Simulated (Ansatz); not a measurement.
BaTiO3:

```
Ba Ti O
1.0
     2.82737    1.63238    2.31839
    -2.82737    1.63238    2.31839
     0.00000   -3.26476    2.31839
Ba Ti O
1 1 3
Direct
  0.00000 0.00000 0.00000
  0.48450 0.48450 0.48450
  0.50860 0.01750 0.50860
  0.01750 0.50860 0.50860
  0.50860 0.50860 0.01750
```

Base run:

```yaml
Program: Ansatz 0.2.0
Functional: HSE06
Potentials_or_basis: Ansatz PAW
Cutoff: "420 eV (not typed: the program's choice for these potentials)"
k_mesh: 6 × 6 × 6
Occupations: fermi-dirac, width 0.05 eV
Spin: no spin polarisation
```

Its results: band gap on the k mesh 3.89 eV, indirect (least direct gap 4.25 eV); pressure -0.2 GPa; largest force 0.144 eV/Å.

Question: The run is repeated on the same cell with these changes: functional from HSE06 to PBE0. What comes out?

Answer: Band gap on the k mesh 4.64 eV, indirect (least direct gap 4.99 eV); pressure -0.3 GPa; largest force 0.144 eV/Å.

Caveats: spin-orbit coupling is left out, which moves the levels of the heavy elements; the PAW data sets come from PBE, with cores solved anew for the run's functional, which leaves a small shift of forces and pressure; the thresholds are loose for stress.
